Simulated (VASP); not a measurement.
# CuAu (P4/mmm) in VASP: electric field gradients with PBE

Aim: the electric field gradients of CuAu with PBE.

Everything below comes from runs of VASP 6.6.1. Logs are shortened: lines on timing, memory, paths and dates and some standing lists are left out, and cuts for length are marked.

## 1. The undisturbed crystal

The structure is tetragonal, space group P4/mmm (No. 123). The conventional cell has a = 2.800 Å, b = 2.800 Å, c = 3.670 Å, α = 90.00°, β = 90.00°, γ = 90.00°. Cu (site symmetry 4/mmm) has 8 Au at 2.70 Å and 4 Cu at 2.80 Å as nearest neighbours. Around Au (site symmetry 4/mmm) lie 8 Cu at 2.70 Å and 4 Au at 2.80 Å.

## 2. Electric field gradients, PBE (volume scaled by 0.98)

INCAR

```
SYSTEM = CuAu
  PREC = Accurate
  ENCUT = 520
  EDIFF = 1E-8
  ISMEAR = -1
  SIGMA = 0.05
  LREAL = .FALSE.
  LASPH = .TRUE.
  NELM = 100
  ALGO = Fast
  ISIF = 2
  LWAVE = .FALSE.
  LCHARG = .FALSE.
  GGA = PE
  LEFG = .TRUE.
  NBANDS = 18
```

KPOINTS

```
Automatic mesh
0
G
  13 13 10
  0 0 0
```

POSCAR

```
CuAu
1.0
    2.7812074875      0.0000000000      0.0000000000
    0.0000000000      2.7812074875      0.0000000000
    0.0000000000      0.0000000000      3.6453683854
Cu Au
1 1
Direct
    0.5000000000      0.5000000000      0.5000000000
    0.0000000000      0.0000000000      0.0000000000
```

Potentials or basis: VASP PAW PBE potentials, release 64 (Cu, Au).

On the command line:

```bash
$ cat potpaw_PBE.64/Cu/POTCAR potpaw_PBE.64/Au/POTCAR > POTCAR
$ mpirun -np 1 vasp_std > vasp.out
```

OUTCAR:

```text
SYSTEM = CuAu
   PREC = Accurate
   ENCUT = 520
   EDIFF = 1E-8
   ISMEAR = -1
   LREAL = .FALSE.
   LASPH = .TRUE.
   NELM = 100
   ISIF = 2
   GGA = PE

 ion  position               nearest neighbor table
   1  0.500  0.500  0.500-   2 2.68   2 2.68   2 2.68   2 2.68   2 2.68   2 2.68   2 2.68   2 2.68

   2  0.000  0.000  0.000-   1 2.68   1 2.68   1 2.68   1 2.68   1 2.68   1 2.68   1 2.68   1 2.68

  LATTYP: Found a simple tetragonal cell.
 ALAT       =     2.7812074875
 C/A-ratio  =     1.3107142857

  Lattice vectors:

 A1 = (   2.7812074875,   0.0000000000,   0.0000000000)
 A2 = (   0.0000000000,   2.7812074875,   0.0000000000)
 A3 = (   0.0000000000,   0.0000000000,   3.6453683854)

Analysis of symmetry for initial positions (statically):
=====================================================================
 Subroutine PRICEL returns:
 Original cell was already a primitive cell.

 Routine SETGRP: Setting up the symmetry group for a
 simple tetragonal supercell.

 Subroutine GETGRP returns: Found 16 space group operations
 (whereof 16 operations were pure point group operations)
 out of a pool of 16 trial point group operations.

The static configuration has the point symmetry D_4h.

Analysis of symmetry for dynamics (positions and initial velocities):
=====================================================================
 Subroutine PRICEL returns:
 Original cell was already a primitive cell.

 Routine SETGRP: Setting up the symmetry group for a
 simple tetragonal supercell.

 Subroutine GETGRP returns: Found 16 space group operations
 (whereof 16 operations were pure point group operations)
 out of a pool of 16 trial point group operations.

The dynamic configuration has the point symmetry D_4h.

 Subroutine INISYM returns: Found 16 space group operations
 (whereof 16 operations are pure point group operations),
 and found     1 'primitive' translations

----------------------------------------------------------------------------------------

                                     Primitive cell

  volume of cell :      28.1973

  direct lattice vectors                    reciprocal lattice vectors
     2.781207488  0.000000000  0.000000000     0.359556058  0.000000000  0.000000000
     0.000000000  2.781207488  0.000000000     0.000000000  0.359556058  0.000000000
     0.000000000  0.000000000  3.645368385     0.000000000  0.000000000  0.274320698

  length of vectors
     2.781207488  2.781207488  3.645368385     0.359556058  0.359556058  0.274320698

  position of ions in fractional coordinates (direct lattice)
     0.500000000  0.500000000  0.500000000
     0.000000000  0.000000000  0.000000000

  ion indices of the primitive-cell ions
   primitive index   ion index
                 1           1
                 2           2

----------------------------------------------------------------------------------------

 KPOINTS: Automatic mesh

Automatic generation of k-mesh.
 Grid dimensions read from file:
 generate k-points for:   13   13   10

 Generating k-lattice:

  Cartesian coordinates                     Fractional coordinates (reciprocal lattice)
     0.027658158  0.000000000  0.000000000     0.076923077  0.000000000  0.000000000
     0.000000000  0.027658158  0.000000000     0.000000000  0.076923077  0.000000000
     0.000000000  0.000000000  0.027432070     0.000000000  0.000000000  0.100000000

  Length of vectors
     0.027658158  0.027658158  0.027432070

  Shift w.r.t. Gamma in fractional coordinates (k-lattice)
     0.000000000  0.000000000  0.000000000

 Subroutine IBZKPT returns following result:
 ===========================================

 Found    168 irreducible k-points:

 Following reciprocal coordinates:
            Coordinates               Weight
  0.000000  0.000000  0.000000      1.000000
  0.076923  0.000000  0.000000      4.000000
  0.153846  0.000000  0.000000      4.000000
  0.230769  0.000000  0.000000      4.000000
  0.307692  0.000000  0.000000      4.000000
  0.384615  0.000000  0.000000      4.000000
[... 16 lines left out ...]
  0.307692  0.307692  0.000000      4.000000
  0.384615  0.307692  0.000000      8.000000
 [... further k-points ...]
   k-points           NKPTS =    168   k-points in BZ     NKDIM =    168   number of bands    NBANDS=     18
   number of dos      NEDOS =    301   number of ions     NIONS =      2
   total plane-waves  NPLWV =  16128
   dimension x,y,z NGX =    24 NGY =   24 NGZ =   28
   dimension x,y,z NGXF=    48 NGYF=   48 NGZF=   56
   ions per type =               1   1
   NGX,Y,Z   is equivalent  to a cutoff of  14.35, 14.35, 12.77 a.u.
   NGXF,Y,Z  is equivalent  to a cutoff of  28.69, 28.69, 25.54 a.u.
 SYSTEM =  CuAu
   PREC   = accura    normal or accurate (medium, high low for compatibility)
   ISTART =      0    job   : 0-new  1-cont  2-samecut
   ICHARG =      2    charge: 1-file 2-atom 10-const
   ISPIN  =      1    spin polarized calculation?
   LNONCOLLINEAR =      F non collinear calculations
   LSORBIT =      F    spin-orbit coupling
   LASPH  =      T    aspherical Exc in radial PAW
   ENCUT  =  520.0 eV  38.22 Ry    6.18 a.u.   5.17  5.17  6.78*2*pi/ulx,y,z
   NELM   =    100;   NELMIN=  2; NELMDL= -5     # of ELM steps
   EDIFF  = 0.1E-07   stopping-criterion for ELM
   LREAL  =      F    real-space projection
   EDIFFG = 0.1E-06   stopping-criterion for IOM
   NSW    =      0    number of steps for IOM
   IBRION =     -1    ionic relax: 0-MD 1-quasi-New 2-CG
   NFREE  =      0    steps in history (QN), initial steepest desc. (CG)
   ISIF   =      2    stress and relaxation
   ISYM   =      2    0-nonsym 1-usesym 2-fastsym
   POTIM  = 0.5000    time-step for ionic-motion
   TEBEG  =    0.0;   TEEND  =   0.0 temperature during run
   PSTRESS=    0.0 pullay stress
   NELECT =      22.0000    total number of electrons
   NUPDOWN=      -1.0000    fix difference up-down
   EMIN   =  10.00;   EMAX   =-10.00  energy-range for DOS
   EFERMI =   0.00;   METHOD = LEGACY
   ISMEAR =    -1;   SIGMA  =   0.05  broadening in eV -4-tet -1-fermi 0-gaus
   EFERMI_NEDOS =   21; number of points for ismear=-14 and -15
   IALGO  =     68    algorithm
   IMIX   =      4    mixing-type and parameters
     AMIX     =   0.40;   BMIX     =  1.00
     AMIX_MAG =   1.60;   BMIX_MAG =  1.00
  volume/ion in A,a.u.               =      14.10        95.14
  Fermi-wavevector in a.u.,A,eV,Ry     =   1.507115  2.848034 30.904204  2.271395
  Thomas-Fermi vector in A             =   2.617743
   LORBIT       =      0    0 simple, 1 ext, 2 COOP (PROOUT), +10 PAW based schemes
   GGA     = PE    functional components
   LHFCALC =     F    Hartree Fock is set to
   AEXX    =    0.0000 exact exchange contribution
   IVDW    =     0    specifies the selected vdW correction
   LEPSILON=     F    determine dielectric tensor
   LRPA    =     F    only Hartree local field effects (RPA)
 non-spin polarized calculation
 RMM-DIIS sequential band-by-band and
  energy-cutoff  :      520.00
  volume of cell :       28.20
 maximum number of plane-waves:       776
 NGX is ok and might be reduce to    24

 number of electron      22.0000007 magnetization

 Free energy of the ion-electron system (eV)
  ---------------------------------------------------
  ext. energy  EPLUGINS =         0.00000000
  ---------------------------------------------------
  free energy    TOTEN  =        -7.00846008 eV

  energy without entropy =       -7.00426794  energy(sigma->0) =       -7.00636401

 E-fermi :   9.2523     XC(G=0): -12.8534

 val. band max:        9.2471450849   @ k =   0.4615   0.3846   0.1000
 cond. band min:       9.2933962958   @ k =   0.4615   0.0769   0.4000
 fundamental gap:      0.0462512110
 Fermi energy:         9.2522613752

 k-point     1 :       0.0000    0.0000    0.0000
  band No.  band energies     occupation
      1      -0.8606      2.00000
      2       2.3399      2.00000
      3       2.5086      2.00000
      4       5.0222      2.00000
      5       5.0222      2.00000
      6       6.1348      2.00000
[... 10 lines left out ...]
     17      26.4118      0.00000
     18      26.6799      0.00000

 k-point     2 :       0.0769    0.0000    0.0000
  band No.  band energies     occupation
      1      -0.7184      2.00000
      2       2.4140      2.00000
      3       2.5898      2.00000
      4       4.9338      2.00000
      5       5.0561      2.00000
      6       6.0718      2.00000
[... 10 lines left out ...]
     17      26.7525      0.00000
     18      27.4659      0.00000

 k-point     3 :       0.1538    0.0000    0.0000
  band No.  band energies     occupation
      1      -0.3081      2.00000
      2       2.5767      2.00000
      3       2.8759      2.00000
      4       4.6826      2.00000
      5       5.1547      2.00000
      6       5.8924      2.00000
[... 10 lines left out ...]
     17      26.7432      0.00000
     18      28.8528      0.00000

 k-point     4 :       0.2308    0.0000    0.0000
  band No.  band energies     occupation
      1       0.3191      2.00000
      2       2.7876      2.00000
      3       3.3504      2.00000
      4       4.3238      2.00000
      5       5.3086      2.00000
      6       5.6329      2.00000
[... 375 lines left out ...]
      4       4.1753      2.00000
      5       4.2826      2.00000
      6       6.1874      2.00000
[... 10 lines left out ...]
     17      21.1284      0.00000
     18      22.6278      0.00000

 k-point    23 :       0.3077    0.3077    0.0000
  band No.  band energies     occupation
      1       2.3145      2.00000
      2       3.3576      2.00000
      3       3.7128      2.00000
      4       3.8591      2.00000
      5       4.8256      2.00000
      6       5.5579      2.00000
[... 10 lines left out ...]
     17      23.5909      0.00000
     18      23.8581      0.00000

 k-point    24 :       0.3846    0.3077    0.0000
  band No.  band energies     occupation
      1       2.3899      2.00000
      2       3.3448      2.00000
      3       3.4499      2.00000
      4       3.7404      2.00000
      5       5.1949      2.00000
      6       6.3701      2.00000
[... 10 lines left out ...]
     17      22.5704      0.00000
     18      22.7589      0.00000

 [... further k-points ...]

------------------------ aborting loop because EDIFF is reached ----------------------------------------

  FORCE on cell =-STRESS in cart. coord.  units (eV):
  Direction    XX          YY          ZZ          XY          YZ          ZX
  --------------------------------------------------------------------------------------
  -------------------------------------------------------------------------------------
  Total        1.8268442      1.8268442      1.8254785      0.0000000      0.0000000      0.0000000
  in kB      103.8015627    103.8015627    103.7239650      0.0000000      0.0000000      0.0000000
  external PRESSURE =     103.7756968 kB  Pullay stress =       0.0000000 kB

 VOLUME and BASIS-vectors are now :
 -----------------------------------------------------------------------------
  energy-cutoff  :      520.00
  volume of cell :       28.20
      direct lattice vectors                 reciprocal lattice vectors
     2.781207488  0.000000000  0.000000000     0.359556058  0.000000000  0.000000000
     0.000000000  2.781207488  0.000000000     0.000000000  0.359556058  0.000000000
     0.000000000  0.000000000  3.645368385     0.000000000  0.000000000  0.274320698

 POSITION                                       TOTAL-FORCE (eV/Angst)
 -----------------------------------------------------------------------------------
      1.39060      1.39060      1.82268         0.000000      0.000000      0.000000
      0.00000      0.00000      0.00000         0.000000      0.000000      0.000000
 -----------------------------------------------------------------------------------
    total drift:                                0.000000      0.000000     -0.000000

  FREE ENERGIE OF THE ION-ELECTRON SYSTEM (eV)
  ---------------------------------------------------
  free  energy   TOTEN  =        -7.0084600799 eV

  energy  without entropy=       -7.0042679421  energy(sigma->0) =       -7.00636401

 Electric field gradients (V/A^2)
---------------------------------------------------------------------
 ion       V_xx      V_yy      V_zz      V_xy      V_xz      V_yz
---------------------------------------------------------------------
   1       7.237     7.237   -14.473    -0.000     0.000     0.000
   2     -41.653   -41.653    83.306    -0.000    -0.000     0.000
---------------------------------------------------------------------

 Electric field gradients after diagonalization (V/A^2)
 (convention: |V_zz| > |V_xx| > |V_yy|)
----------------------------------------------------------------------
 ion       V_xx      V_yy      V_zz     asymmetry (V_yy - V_xx)/ V_zz
----------------------------------------------------------------------
   1       7.237     7.237   -14.473       0.000
   2     -41.653   -41.653    83.306       0.000
----------------------------------------------------------------------

           NMR quadrupolar parameters

 Cq : quadrupolar parameter    Cq=e*Q*V_zz/h
 eta: asymmetry parameters     (V_yy - V_xx)/ V_zz
 Q  : nuclear electric quadrupole moment in mb (millibarn)
----------------------------------------------------------------------
 ion       Cq(MHz)       eta       Q (mb)
----------------------------------------------------------------------
   1      -0.035       0.000       1.000
   2       0.201       0.000       1.000
----------------------------------------------------------------------
```

Run time: 64 s. Hardware: 1 thread of Intel Xeon Platinum 8375C at 2.90GHz (Ice Lake), shared host; peak memory 0.21 GiB.

Results:

* Free energy: -7.0085 eV
* Pressure: 10.4 GPa
* Band gap on the k mesh: none (metal or under the smearing width)

Levels at points of the mesh, in eV from the Fermi level:
| k point | band 7 | band 8 | band 9 | band 10 | band 11 | band 12 | band 13 | band 14 | band 15 | band 16 |
| --- | --- | --- | --- | --- | --- | --- | --- | --- | --- | --- |
| (0.00, 0.00, 0.00) | -2.96 | -2.23 | -1.76 | -1.52 | -1.52 | 2.03 | 8.30 | 10.12 | 10.12 | 16.99 |
| (0.00, 0.00, 0.50) | -3.36 | -2.85 | -2.46 | -2.43 | -2.43 | -2.07 | 14.45 | 14.79 | 14.79 | 15.25 |

Electric field gradients, principal values (V/Å²):
```tsv
atom	Vxx	Vyy	Vzz
1 Cu	7.237	7.237	-14.473
2 Au	-41.653	-41.653	83.306
```
